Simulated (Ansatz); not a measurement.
# From a trial cell to the properties of Y (fcc)

Level of theory: DFT, r²SCAN, scalar-relativistic, no spin polarisation; plane waves to 500 eV with PAW datasets (Ansatz 0.2.0), 14×14×14 k-mesh, Gaussian smearing of 0.05 eV; PAW files: Ansatz's generated set soft_2.

At room temperature and ambient pressure Y is hcp.

The start:

```yaml
crystal:
  lattice:
    - [0.00000, 2.54786, 2.54786]
    - [2.54786, 0.00000, 2.54786]
    - [2.54786, 2.54786, 0.00000]
  atoms:
    - { symbol: Y, position: [0.00000, 0.00000, 0.00000] }
```

The steps in volume:

```csv
run,level,k-mesh,kind,V (Å³/atom),P (GPa),E − E(final) (meV/atom),gap on the mesh (eV)
1,"PBE, 420 eV",6×6×6,fixed cell,33.08,-0.9,–,metal
2,"PBE, 420 eV",6×6×6,fixed cell,32.89,-0.7,–,metal
3,"PBE, 420 eV",6×6×6,fixed cell,32.27,0.0,–,metal
4,r²SCAN,14×14×14,fixed cell,32.27,1.1,3.4,metal
5,r²SCAN,14×14×14,fixed cell,32.52,0.8,1.8,metal
6,r²SCAN,14×14×14,fixed cell,33.22,0.0,0.0,metal
```

The final structure (symmetry read at 0.01 Å). Symmetry: Fm-3m, No. 225, cubic system. The conventional cell has a = 5.103 Å, b = 5.103 Å, c = 5.103 Å, α = 90.00°, β = 90.00°, γ = 90.00°. Around Y (site symmetry m-3m) lie 12 Y at 3.61 Å. (Neighbours are counted to 15 % beyond the shortest distance.)

- At the final geometry the gap, band path included, is zero (metallic).

**Why it comes out so.**

With 11 valence electrons in the calculation's cell and no magnetic order, the bands, two electrons each, can't all be full or empty: band theory demands a metal. (Only strong correlation, outside this picture, could make a Mott insulator of it.)
